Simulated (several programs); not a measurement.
**SrCl2 (3R-MoS2 type) from semi-empirical methods to plane-wave DFT**

SrCl2 built on the 3R-MoS2 prototype, relaxed with r2SCAN+rVV10 in Ansatz, was computed with several methods. It is trigonal, R3m (No. 160); a = 4.171 Å, c = 18.405 Å in the conventional setting, 30.82 Å³ an atom. Sr is surrounded by 6 Cl at 2.92 Å; Cl is surrounded by 3 Sr at 2.92 Å. These are computed values for a spin-unpolarised cell that may be hypothetical; none is a measurement.

Space group R3m:H (No. 160). a = 4.171 Å, b = 4.171 Å, c = 18.405 Å, α = 90.00°, β = 90.00°, γ = 120.00°
```json
{"atom": "Sr", "site": "3a", "symmetry": "3m", "x": "0.6667", "y": "0.3333", "z": "0.3331"}
{"atom": "Cl", "site": "3a", "symmetry": "3m", "x": "0.3333", "y": "0.6667", "z": "0.2439"}
{"atom": "Cl", "site": "3a", "symmetry": "3m", "x": "0.6667", "y": "0.3333", "z": "0.0896"}
```

Gaps and times are for a single point on this cell; volume and bulk modulus come from each method's own relaxation or energy curve at fixed shape, which is too stiff where a cell has free coordinates or axes. Times are rough, from shared hosts (Arm Neoverse V2; Intel Xeon Platinum 8488C), and each method has its own mesh and cell size. A double dagger marks a value from a curve with shape and coordinates held. PM6 (MOPAC), PM7 (MOPAC), GFN1-xTB (tblite), GFN2-xTB (tblite) treat a cluster of cells at its zone centre, which samples few k points: where these miss a band edge, the gap comes out too large for that reason alone. Gaps from k meshes are read at a limited set of points (mesh, symmetry points, PBE's band edges), so each method's own least gap may be somewhat smaller. xTB and the PM methods were fitted mostly to molecules, and can miss a solid's gap by electronvolts. Minimal bases can be far off for gaps. Times of the plane-wave ladder aren't listed, since it ran on unlike processors and cards. Curves at held shape can't give the bulk modulus of a layered or molecular crystal, so none is listed. GLLB-SC's gap includes the derivative discontinuity. G0W0 is at finite bands, cutoff and mesh. d marks a direct gap, i an indirect one (no mark: not told apart), a dash a value that wasn't computed or didn't pass its checks.

```json
{"method": "PBE-D3(BJ)", "kind": "semilocal", "gap (eV)": "–", "own volume (Å³/atom)": "30.90", "bulk modulus (GPa)": "–", "atoms computed": "3", "processor time": "–"}
{"method": "r2SCAN+rVV10", "kind": "semilocal", "gap (eV)": "–", "own volume (Å³/atom)": "30.82", "bulk modulus (GPa)": "–", "atoms computed": "3", "processor time": "–"}
{"method": "PBE-D4", "kind": "semilocal", "gap (eV)": "–", "own volume (Å³/atom)": "31.38", "bulk modulus (GPa)": "–", "atoms computed": "3", "processor time": "–"}
{"method": "light PBE (260 eV and a coarse mesh)", "kind": "light plane-wave", "gap (eV)": "4.33 d", "own volume (Å³/atom)": "–", "bulk modulus (GPa)": "–", "atoms computed": "3", "processor time": "1.4 s"}
{"method": "PM6 (MOPAC)", "kind": "semi-empirical", "gap (eV)": "9.57", "own volume (Å³/atom)": "–", "bulk modulus (GPa)": "–", "atoms computed": "cluster", "processor time": "7.4 s"}
{"method": "GFN2-xTB (tblite)", "kind": "tight binding", "gap (eV)": "2.50", "own volume (Å³/atom)": "–", "bulk modulus (GPa)": "–", "atoms computed": "cluster", "processor time": "7.6 s"}
{"method": "GFN1-xTB (tblite)", "kind": "tight binding", "gap (eV)": "4.20", "own volume (Å³/atom)": "–", "bulk modulus (GPa)": "–", "atoms computed": "cluster", "processor time": "7.9 s"}
{"method": "PBE/SZV (CP2K)", "kind": "small basis", "gap (eV)": "2.25 d", "own volume (Å³/atom)": "–", "bulk modulus (GPa)": "–", "atoms computed": "3", "processor time": "9.8 s"}
{"method": "PBE", "kind": "semilocal", "gap (eV)": "4.34 d", "own volume (Å³/atom)": "–", "bulk modulus (GPa)": "–", "atoms computed": "3", "processor time": "–"}
{"method": "PM7 (MOPAC)", "kind": "semi-empirical", "gap (eV)": "9.75", "own volume (Å³/atom)": "–", "bulk modulus (GPa)": "–", "atoms computed": "cluster", "processor time": "12 s"}
{"method": "LDA", "kind": "semilocal", "gap (eV)": "3.91 d", "own volume (Å³/atom)": "–", "bulk modulus (GPa)": "–", "atoms computed": "3", "processor time": "–"}
{"method": "PBE/DZVP (CP2K)", "kind": "small basis", "gap (eV)": "4.25 d", "own volume (Å³/atom)": "32.35‡", "bulk modulus (GPa)": "–", "atoms computed": "3", "processor time": "18 s"}
{"method": "PBE/single zeta (GPAW)", "kind": "small basis", "gap (eV)": "4.28 d", "own volume (Å³/atom)": "–", "bulk modulus (GPa)": "–", "atoms computed": "3", "processor time": "26 s"}
{"method": "r2SCAN", "kind": "semilocal", "gap (eV)": "4.87 d", "own volume (Å³/atom)": "–", "bulk modulus (GPa)": "–", "atoms computed": "3", "processor time": "–"}
{"method": "PBE+SOC", "kind": "semilocal", "gap (eV)": "4.34 d", "own volume (Å³/atom)": "–", "bulk modulus (GPa)": "–", "atoms computed": "3", "processor time": "–"}
{"method": "GLLB-SC (GPAW)", "kind": "model potential", "gap (eV)": "8.07", "own volume (Å³/atom)": "–", "bulk modulus (GPa)": "–", "atoms computed": "3", "processor time": "78 s"}
{"method": "HSE06", "kind": "hybrid", "gap (eV)": "5.57 d", "own volume (Å³/atom)": "–", "bulk modulus (GPa)": "–", "atoms computed": "3", "processor time": "–"}
{"method": "DDH-PBE0", "kind": "hybrid", "gap (eV)": "7.22 d", "own volume (Å³/atom)": "–", "bulk modulus (GPa)": "–", "atoms computed": "3", "processor time": "–"}
{"method": "PBE0", "kind": "hybrid", "gap (eV)": "6.29 d", "own volume (Å³/atom)": "–", "bulk modulus (GPa)": "–", "atoms computed": "3", "processor time": "–"}
{"method": "HSE06+SOC", "kind": "hybrid", "gap (eV)": "5.57 d", "own volume (Å³/atom)": "–", "bulk modulus (GPa)": "–", "atoms computed": "3", "processor time": "–"}
{"method": "G0W0@LDA (140 eV screening cutoff)", "kind": "many-body", "gap (eV)": "6.40", "own volume (Å³/atom)": "–", "bulk modulus (GPa)": "–", "atoms computed": "3", "processor time": "–"}
{"method": "G0W0@r2SCAN (140 eV screening cutoff)", "kind": "many-body", "gap (eV)": "6.82", "own volume (Å³/atom)": "–", "bulk modulus (GPa)": "–", "atoms computed": "3", "processor time": "–"}
{"method": "G0W0@HSE06 (140 eV screening cutoff)", "kind": "many-body", "gap (eV)": "7.10", "own volume (Å³/atom)": "–", "bulk modulus (GPa)": "–", "atoms computed": "3", "processor time": "–"}
{"method": "G0W0@PBE (220 eV screening cutoff)", "kind": "many-body", "gap (eV)": "6.64", "own volume (Å³/atom)": "–", "bulk modulus (GPa)": "–", "atoms computed": "3", "processor time": "–"}
```

Against HSE06 (5.57 eV) and with closed or daggered gaps left aside, the nearest gap at the points sampled is that of HSE06+SOC (0.00 eV) and the farthest that of PM7 (MOPAC) (+4.18 eV). HSE06 is only a yardstick of convenience: for gaps this wide it usually falls short of measured ones, so a larger value can be the better one.

Only the rows marked +SOC include spin-orbit coupling.
